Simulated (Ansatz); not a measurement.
Consider the following.

Starting cell, BeO (wurtzite):

```
CELL_PARAMETERS angstrom
      2.71181     0.00000     0.00000
     -1.35591     2.34850     0.00000
      0.00000     0.00000     4.40456
ATOMIC_POSITIONS crystal
  Be 0.66667 0.33333 0.00149
  Be 0.33333 0.66667 0.50149
  O  0.66667 0.33333 0.62371
  O  0.33333 0.66667 0.12371
```

In each cell atom 4 (O, nearest neighbour Be at 1.656 Å; its periodic images, 2.7 Å or more away, move with it) moves by s·(0.000, 0.000, 1.000) (along Cartesian z), the rest being held.

Calculation: PBE (plane waves to 420 eV, PAW, scalar-relativistic; Ansatz, an electronic-structure program). k mesh 11×11×6 (Γ-centred), Fermi-Dirac smearing 0.05 eV. E stands for the smeared free energy. Left out: 1 of 11 points, with atoms too close for the PAW data. BeO was relaxed with its symmetry unable to fall. The zero of ΔE is the undisplaced structure.

The scan covers s from -0.500 to 0.400 Å in 10 points.

**Question.** Is the energy the same for displacements of ±0.400 Å, and if not, which side lies higher?

**Answer.** Not even: the positive side lies higher at ±0.400 Å. With its periodic images moving along, the atom's site symmetry in this cell is 3m..

**Question.** What is the energy change at s = 0.400 Å?

**Answer.** 2513 meV/cell.

**Question.** What force acts on the atom along the line at s = -0.500 Å?

**Answer.** 6.08 eV/Å.

**Question.** What is the force constant k = d²E/ds² of this move at s = 0?

**Answer.** 19.3 eV/Å².

(For displaced atoms, the force is minus the slope of the energy, and its curvature is a force constant, which sets phonon frequencies.)
